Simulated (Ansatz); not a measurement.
# A series in volume scale on Ru

Periodic Kohn-Sham DFT of a crystal at fixed atoms, scaled to volume_scale times the given cell; pressure positive in compression, energy less spherical unpolarised free atoms, largest_vzz the field gradient of largest size among the nuclei. The results are calculated, by Ansatz 0.2.0.

The cell before it is scaled or strained (space group Pm-3m, No. 221):
```
cell vectors (Å)
   2.5115     0.0000     0.0000
   0.0000     2.5115     0.0000
   0.0000     0.0000     2.5115
atoms (fractions of the cell vectors)
Ru  0.00000  0.00000  0.00000
```

Settings of every row: method all-electron LAPW; functional PBE; relativity scalar; k mesh 13x13x13; filling fermi-dirac; smearing width 0.08 eV; basis error target 0.25 meV/atom; nucleus gaussian.

Atom start moment: 0 on all atoms.

Limits: the cell comes from a prototype or a list of computed structures and needn't be the stable phase.

```csv
row,volume scale,V (Å³/atom),pressure (GPa),energy less free atoms (eV/atom)
1,0.95,15.05,12.698,-8.088
2,0.975,15.446,?,?
3,1,15.842,-0.054,-8.1178
4,1.025,16.238,-5.175,-8.1112
5,1.05,16.634,-9.602,-8.0928
```

Question: what pressure and energy less free atoms should row 2 give?

Worked fit of pressure. Take u = (V_r/V)^(2/3) − 1 with V_r = 16.04 Å³ an atom, which is twice the finite (Eulerian) strain; such expansions in the strain, on which the Birch-Murnaghan equation of state is built, carry the rest volume and the bulk modulus. The shown rows have u = 0.04339, 0.00832, -0.00815, -0.02395. Least squares give pressure = −2.7101 + 311.62 × u + 1001.75 × u² GPa; a straight line predicts inner rows, each left out in turn, worse (root mean square 0.69 against 0.017 GPa). The rows lie off it by 0.001, -0.006, 0.008, -0.003 (root mean square 0.0052 GPa). The pressure vanishes at u = 0.0085, or V = 15.84 Å³ an atom, and there the bulk modulus at fixed shape and fractions is B = −V dP/dV = (2/3)(1 + u) dP/du = 221 GPa. The withheld row has u = 0.02548, so the fit gives −2.7101 + 311.62 × (0.02548) + 1001.75 × (0.02548)² = 5.880 GPa.

The calculation gave 5.863 GPa. The fit lies 0.017 GPa (0.076 % of the column's range) above it; its largest miss of a shown row is 0.008 GPa.

Worked fit of energy less free atoms. Take u = (V_r/V)^(2/3) − 1 with V_r = 16.04 Å³ an atom, which is twice the finite (Eulerian) strain; such expansions in the strain, on which the Birch-Murnaghan equation of state is built, carry the rest volume and the bulk modulus. The shown rows have u = 0.04339, 0.00832, -0.00815, -0.02395. Least squares give energy less free atoms = −8.11611 − 0.3975 × u + 24.088 × u² eV/atom; a straight line predicts inner rows, each left out in turn, worse (root mean square 0.017 against 0.00014 eV/atom). The rows lie off it by 0.0000, -0.0001, 0.0001, 0.0000. Its lowest point lies at u = 0.0083, or V = 15.84 Å³ an atom, and the curvature there gives the bulk modulus at fixed shape and fractions, B = (4/9)(1 + u)² E″(u)/V = 220 GPa. The withheld row has u = 0.02548, so the fit gives −8.11611 − 0.3975 × (0.02548) + 24.088 × (0.02548)² = -8.1106 eV/atom.

The calculation gave -8.1108 eV/atom. The fit lies 0.0002 eV/atom (0.67 % of the column's range) above it; its largest miss of a shown row is 0.0001 eV/atom.
